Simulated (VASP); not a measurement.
Set up this calculation in VASP 6.6.1, as the native input.

| Item | Value |
| --- | --- |
| Task | single point |
| Functional | PBE |
| Potentials or basis | VASP PAW PBE potentials, release 64 (Sn_d, O) |
| Cutoff | 520 eV |
| k mesh | 6 × 6 × 8 |
| Occupations | fermi-dirac, width 0.02 eV |
| Spin | no spin polarisation |
| Dipole correction | no |
| Further INCAR settings | ALGO = Fast; EDIFF = 1e-07; NBANDS = 35 |

The structure of SnO2 (Cassiterite) lies in POSCAR:

```
SnO2
1.0
    4.8269436154      0.0000000000      0.0000000000
    0.0000000000      4.8269436154      0.0000000000
    0.0000000000      0.0000000000      3.2382199265
Sn O
2 4
Direct
    0.0000000000      0.0000000000      0.0000000000
    0.5000000000      0.5000000000      0.5000000000
    0.3065716171      0.3065716171      0.0000000000
    0.1934283829      0.8065716171      0.5000000000
    0.6934283829      0.6934283829      0.0000000000
    0.8065716171      0.1934283829      0.5000000000
```

These files were run (other wordings do the same):

INCAR

```
PREC     = Accurate       # precision mode
ENCUT    = 520            # plane-wave cutoff, eV
EDIFF    = 1E-7           # SCF threshold, eV
ISMEAR   = -1             # smearing method
SIGMA    = 0.02           # smearing width, eV
LREAL    = False          # projectors in reciprocal space
LASPH    = True           # aspherical terms in the spheres
NELM     = 100            # most SCF steps
ALGO     = Fast           # electronic algorithm
ISIF     = 2              # what is computed and relaxed
LWAVE    = False          # write WAVECAR
LCHARG   = True           # write CHGCAR
GGA      = PE             # functional
LELF     = True           # ELF
LVHAR    = True         
NBANDS   = 35             # bands
```

KPOINTS

```
regular mesh
0
Gamma
  6 6 8
```

Potentials or basis: VASP PAW PBE potentials, release 64 (Sn_d, O).

Command:

```sh
$ cat potpaw_PBE.64/Sn_d/POTCAR potpaw_PBE.64/O/POTCAR > POTCAR
$ mpirun -np 1 vasp_std > vasp.out
```

Results of the run:

The pressure is 0.6 GPa, the largest force is 0.016 eV/Å and the band gap on the k mesh is 0.67 eV, direct.

Caveat: spin-orbit coupling is left out, which moves the levels of the heavy elements.

Run time: 2.2 min on 1 thread of AMD EPYC 7R13 Processor (Zen 3) (shared host), peak memory 0.21 GiB.
